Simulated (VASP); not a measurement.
# W (Im-3m) in VASP: settings compared

Aim: see how the results for W move with the level of theory and the settings. Levels: PBE, LDA. Tasks: single point.

Program: VASP 6.6.1. These are calculated values, not measurements. Logs are shortened: lines on timing, memory, paths and dates and some standing lists are left out, and cuts for length are marked.

## Step 1: The crystal as given

Symmetry: Im-3m, No. 229, cubic system. Conventional cell: a = 3.165 Å, b = 3.165 Å, c = 3.165 Å, α = 90.00°, β = 90.00°, γ = 90.00°. W (site symmetry m-3m) has 8 W at 2.74 Å as nearest neighbours.

## Step 2: Single point, PBE

Input file INCAR:

```
SYSTEM = W
PREC = Accurate
ENCUT = 520
EDIFF = 1E-7
ISMEAR = -1
SIGMA = 0.1
LREAL = .FALSE.
LASPH = .TRUE.
NELM = 100
ALGO = Normal
ISIF = 2
LWAVE = .FALSE.
LCHARG = .FALSE.
GGA = PE
NBANDS = 13
```

Input file KPOINTS:

```
regular mesh
0
G
  24 24 24
  0 0 0
```

Input file POSCAR:

```
W
1.0
   -1.5825000000      1.5825000000      1.5825000000
    1.5825000000     -1.5825000000      1.5825000000
    1.5825000000      1.5825000000     -1.5825000000
W
1
Direct
    0.0000000000      0.0000000000      0.0000000000
```

Potentials or basis: VASP PAW PBE potentials, release 64 (W_sv).

The run is started by

```sh
cat potpaw_PBE.64/W_sv/POTCAR > POTCAR
mpirun -np 1 vasp_std > vasp.out
```

OUTCAR:

```text
SYSTEM = W
   PREC = Accurate
   ENCUT = 520
   EDIFF = 1E-7
   ISMEAR = -1
   LREAL = .FALSE.
   LASPH = .TRUE.
   NELM = 100
   ISIF = 2
   GGA = PE

 ion  position               nearest neighbor table
   1  0.000  0.000  0.000-

  LATTYP: Found a body centered cubic cell.
 ALAT       =     3.1650000000

  Lattice vectors:

 A1 = (  -1.5825000000,   1.5825000000,   1.5825000000)
 A2 = (   1.5825000000,  -1.5825000000,   1.5825000000)
 A3 = (   1.5825000000,   1.5825000000,  -1.5825000000)

Analysis of symmetry for initial positions (statically):
=====================================================================
 Subroutine PRICEL returns:
 Original cell was already a primitive cell.

 Routine SETGRP: Setting up the symmetry group for a
 body centered cubic supercell.

 Subroutine GETGRP returns: Found 48 space group operations
 (whereof 48 operations were pure point group operations)
 out of a pool of 48 trial point group operations.

The static configuration has the point symmetry O_h .

Analysis of symmetry for dynamics (positions and initial velocities):
=====================================================================
 Subroutine PRICEL returns:
 Original cell was already a primitive cell.

 Routine SETGRP: Setting up the symmetry group for a
 body centered cubic supercell.

 Subroutine GETGRP returns: Found 48 space group operations
 (whereof 48 operations were pure point group operations)
 out of a pool of 48 trial point group operations.

The dynamic configuration has the point symmetry O_h .

 Subroutine INISYM returns: Found 48 space group operations
 (whereof 48 operations are pure point group operations),
 and found     1 'primitive' translations

----------------------------------------------------------------------------------------

                                     Primitive cell

  volume of cell :      15.8523

  direct lattice vectors                    reciprocal lattice vectors
    -1.582500000  1.582500000  1.582500000     0.000000000  0.315955766  0.315955766
     1.582500000 -1.582500000  1.582500000     0.315955766  0.000000000  0.315955766
     1.582500000  1.582500000 -1.582500000     0.315955766  0.315955766  0.000000000

  length of vectors
     2.740970403  2.740970403  2.740970403     0.446828930  0.446828930  0.446828930

  position of ions in fractional coordinates (direct lattice)
     0.000000000  0.000000000  0.000000000

  ion indices of the primitive-cell ions
   primitive index   ion index
                 1           1

----------------------------------------------------------------------------------------

 KPOINTS: regular mesh

Automatic generation of k-mesh.
 Grid dimensions read from file:
 generate k-points for:   24   24   24

 Generating k-lattice:

  Cartesian coordinates                     Fractional coordinates (reciprocal lattice)
     0.000000000  0.013164824  0.013164824     0.041666667  0.000000000  0.000000000
     0.013164824  0.000000000  0.013164824     0.000000000  0.041666667  0.000000000
     0.013164824  0.013164824  0.000000000     0.000000000  0.000000000  0.041666667

  Length of vectors
     0.018617872  0.018617872  0.018617872

  Shift w.r.t. Gamma in fractional coordinates (k-lattice)
     0.000000000  0.000000000  0.000000000

 Subroutine IBZKPT returns following result:
 ===========================================

 Found    413 irreducible k-points:

 Following reciprocal coordinates:
            Coordinates               Weight
  0.000000  0.000000  0.000000      1.000000
  0.041667  0.000000  0.000000     12.000000
  0.083333  0.000000  0.000000     12.000000
  0.125000  0.000000  0.000000     12.000000
  0.166667  0.000000  0.000000     12.000000
  0.208333  0.000000  0.000000     12.000000
[... 16 lines left out ...]
  0.416667  0.041667  0.000000     48.000000
  0.458333  0.041667  0.000000     48.000000
 [... further k-points ...]
   k-points           NKPTS =    413   k-points in BZ     NKDIM =    413   number of bands    NBANDS=     13
   number of dos      NEDOS =    301   number of ions     NIONS =      1
   total plane-waves  NPLWV =   8000
   dimension x,y,z NGX =    20 NGY =   20 NGZ =   20
   dimension x,y,z NGXF=    40 NGYF=   40 NGZF=   40
   ions per type =               1
   NGX,Y,Z   is equivalent  to a cutoff of  12.13, 12.13, 12.13 a.u.
   NGXF,Y,Z  is equivalent  to a cutoff of  24.26, 24.26, 24.26 a.u.
 SYSTEM =  W
   PREC   = accura    normal or accurate (medium, high low for compatibility)
   ISTART =      0    job   : 0-new  1-cont  2-samecut
   ICHARG =      2    charge: 1-file 2-atom 10-const
   ISPIN  =      1    spin polarized calculation?
   LNONCOLLINEAR =      F non collinear calculations
   LSORBIT =      F    spin-orbit coupling
   LASPH  =      T    aspherical Exc in radial PAW
   ENCUT  =  520.0 eV  38.22 Ry    6.18 a.u.   5.10  5.10  5.10*2*pi/ulx,y,z
   NELM   =    100;   NELMIN=  2; NELMDL= -5     # of ELM steps
   EDIFF  = 0.1E-06   stopping-criterion for ELM
   LREAL  =      F    real-space projection
   EDIFFG = 0.1E-05   stopping-criterion for IOM
   NSW    =      0    number of steps for IOM
   IBRION =     -1    ionic relax: 0-MD 1-quasi-New 2-CG
   NFREE  =      0    steps in history (QN), initial steepest desc. (CG)
   ISIF   =      2    stress and relaxation
   ISYM   =      2    0-nonsym 1-usesym 2-fastsym
   POTIM  = 0.5000    time-step for ionic-motion
   TEBEG  =    0.0;   TEEND  =   0.0 temperature during run
   PSTRESS=    0.0 pullay stress
   NELECT =      14.0000    total number of electrons
   NUPDOWN=      -1.0000    fix difference up-down
   EMIN   =  10.00;   EMAX   =-10.00  energy-range for DOS
   EFERMI =   0.00;   METHOD = LEGACY
   ISMEAR =    -1;   SIGMA  =   0.10  broadening in eV -4-tet -1-fermi 0-gaus
   EFERMI_NEDOS =   21; number of points for ismear=-14 and -15
   IALGO  =     38    algorithm
   IMIX   =      4    mixing-type and parameters
     AMIX     =   0.40;   BMIX     =  1.00
     AMIX_MAG =   1.60;   BMIX_MAG =  1.00
  volume/ion in A,a.u.               =      15.85       106.98
  Fermi-wavevector in a.u.,A,eV,Ry     =   1.570678  2.968151 33.565967  2.467029
  Thomas-Fermi vector in A             =   2.672375
   LORBIT       =      0    0 simple, 1 ext, 2 COOP (PROOUT), +10 PAW based schemes
   GGA     = PE    functional components
   LHFCALC =     F    Hartree Fock is set to
   AEXX    =    0.0000 exact exchange contribution
   IVDW    =     0    specifies the selected vdW correction
   LEPSILON=     F    determine dielectric tensor
   LRPA    =     F    only Hartree local field effects (RPA)
 non-spin polarized calculation
  energy-cutoff  :      520.00
  volume of cell :       15.85
 maximum number of plane-waves:       438
   NGX = 11   NGY = 11   NGZ = 11

 number of electron      14.0000003 magnetization

 Free energy of the ion-electron system (eV)
  ---------------------------------------------------
  ext. energy  EPLUGINS =         0.00000000
  ---------------------------------------------------
  free energy    TOTEN  =       -12.95699546 eV

  energy without entropy =      -12.94245653  energy(sigma->0) =      -12.94972600

 E-fermi :  11.4660     XC(G=0): -13.6407

 val. band max:       11.4529278240   @ k =  -0.1667   0.1667   0.0417
 cond. band min:      11.4693079520   @ k =   0.5000   0.5000   0.2083
 fundamental gap:      0.0163801279
 Fermi energy:        11.4659759407

 k-point     1 :       0.0000    0.0000    0.0000
  band No.  band energies     occupation
      1     -62.7401      2.00000
      2     -26.3022      2.00000
      3     -26.3022      2.00000
      4     -26.3022      2.00000
      5       1.8059      2.00000
      6      10.2141      1.99999
      7      10.2141      1.99999
      8      10.2141      1.99999
      9      13.7050      0.00000
     10      13.7050      0.00000
     11      25.9601      0.00000
     12      25.9601      0.00000
     13      25.9601      0.00000

 k-point     2 :       0.0417    0.0000    0.0000
  band No.  band energies     occupation
      1     -62.7379      2.00000
      2     -26.3260      2.00000
      3     -26.3096      2.00000
      4     -26.3023      2.00000
      5       1.8906      2.00000
      6      10.1620      2.00000
      7      10.2033      1.99999
      8      10.2954      1.99998
      9      13.6183      0.00000
     10      13.7052      0.00000
     11      26.0340      0.00000
     12      26.1041      0.00000
     13      26.1726      0.00000

 k-point     3 :       0.0833    0.0000    0.0000
  band No.  band energies     occupation
      1     -62.7312      2.00000
      2     -26.3953      2.00000
      3     -26.3312      2.00000
      4     -26.3026      2.00000
      5       2.1395      2.00000
      6      10.0130      2.00000
      7      10.1615      2.00000
      8      10.5380      1.99981
      9      13.4026      0.00000
     10      13.7082      0.00000
     11      26.2369      0.00000
     12      26.5282      0.00000
     13      26.7563      0.00000
[... 305 lines left out ...]
 k-point    23 :       0.4167    0.0417    0.0000
  band No.  band energies     occupation
      1     -62.6105      2.00000
      2     -27.5382      2.00000
      3     -26.7118      2.00000
      4     -26.3186      2.00000
      5       5.2469      2.00000
      6       7.9611      2.00000
      7      11.4225      1.21413
      8      13.6429      0.00000
      9      14.5705      0.00000
     10      17.1619      0.00000
     11      22.9519      0.00000
     12      23.3780      0.00000
     13      28.9220      0.00000

 k-point    24 :       0.4583    0.0417    0.0000
  band No.  band energies     occupation
      1     -62.6059      2.00000
      2     -27.5777      2.00000
      3     -26.7259      2.00000
      4     -26.3189      2.00000
      5       5.2312      2.00000
      6       7.8991      2.00000
      7      11.8800      0.03134
      8      13.5823      0.00000
      9      14.6636      0.00000
     10      17.6252      0.00000
     11      22.4894      0.00000
     12      23.0985      0.00000
     13      28.2951      0.00000

 [... further k-points ...]

------------------------ aborting loop because EDIFF is reached ----------------------------------------

  FORCE on cell =-STRESS in cart. coord.  units (eV):
  Direction    XX          YY          ZZ          XY          YZ          ZX
  --------------------------------------------------------------------------------------
  -------------------------------------------------------------------------------------
  Total        0.6067049      0.6067049      0.6067049      0.0000000      0.0000000     -0.0000000
  in kB       61.3192653     61.3192653     61.3192653      0.0000000      0.0000000     -0.0000000
  external PRESSURE =      61.3192653 kB  Pullay stress =       0.0000000 kB

 VOLUME and BASIS-vectors are now :
 -----------------------------------------------------------------------------
  energy-cutoff  :      520.00
  volume of cell :       15.85
      direct lattice vectors                 reciprocal lattice vectors
    -1.582500000  1.582500000  1.582500000     0.000000000  0.315955766  0.315955766
     1.582500000 -1.582500000  1.582500000     0.315955766  0.000000000  0.315955766
     1.582500000  1.582500000 -1.582500000     0.315955766  0.315955766  0.000000000

 POSITION                                       TOTAL-FORCE (eV/Angst)
 -----------------------------------------------------------------------------------
      0.00000      0.00000      0.00000         0.000000      0.000000     -0.000000
 -----------------------------------------------------------------------------------
    total drift:                               -0.000000     -0.000000      0.000000

  FREE ENERGIE OF THE ION-ELECTRON SYSTEM (eV)
  ---------------------------------------------------
  free  energy   TOTEN  =       -12.9569954607 eV

  energy  without entropy=      -12.9424565330  energy(sigma->0) =      -12.94972600
```

Wall time 31 s (1 thread of AMD EPYC 9R45 (Zen 5), shared host); peak memory 0.16 GiB.

What came out:

| Item | Value |
| --- | --- |
| Free energy | -12.9570 eV |
| Pressure | 6.1 GPa |
| Band gap on the k mesh | none (metal or under the smearing width) |

Spin-orbit coupling is left out, which matters for the levels of W.

(Part 1 of 2 ends here.)
